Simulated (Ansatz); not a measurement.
# Sb in Ansatz: the effect of functional

Sb:

```
Sb
1.0
     3.12240    0.00000    0.00000
     0.00000    4.34752    0.00000
    -0.03891    0.00000    4.40585
Sb
2
Direct
  0.01139 0.25000 0.24117
  0.98861 0.75000 0.75883
```

This isn't the form of Sb at room conditions, which is rhombohedral.

Alike in all runs:

* Program: Ansatz 0.2.0
* Task: projected density of states
* Potentials or basis: Ansatz PAW
* k mesh: 5 × 4 × 4
* Occupations: fermi-dirac, width 0.05 eV
* Spin: no spin polarisation

```csv
functional,cutoff,pressure (GPa),largest force (eV/Å)
LDA,420 eV (not typed: the program's choice for these potentials),-3.2,0.20
PBEsol,420 eV (not typed: the program's choice for these potentials),-2.1,0.22
r2SCAN,500 eV (not typed: the program's choice for these potentials),?,?
HSE06,420 eV (not typed: the program's choice for these potentials),-1.5,0.17
PBE0,420 eV (not typed: the program's choice for these potentials),-1.6,0.19
r2SCAN0,500 eV (not typed: the program's choice for these potentials),-2.0,0.17
```

Question: What does the run with functional r2SCAN give?

Answer: Pressure -0.5 GPa; largest force 0.17 eV/Å.

Caveats: all runs use coarse meshes; the PAW data sets come from PBE, with cores solved anew for the run's functional, which leaves a small shift of forces and pressure; the density of states is complete only up to the lowest level of the last band computed; the thresholds are loose for stress (some runs).

Runs at the PBE level aren't shown here.
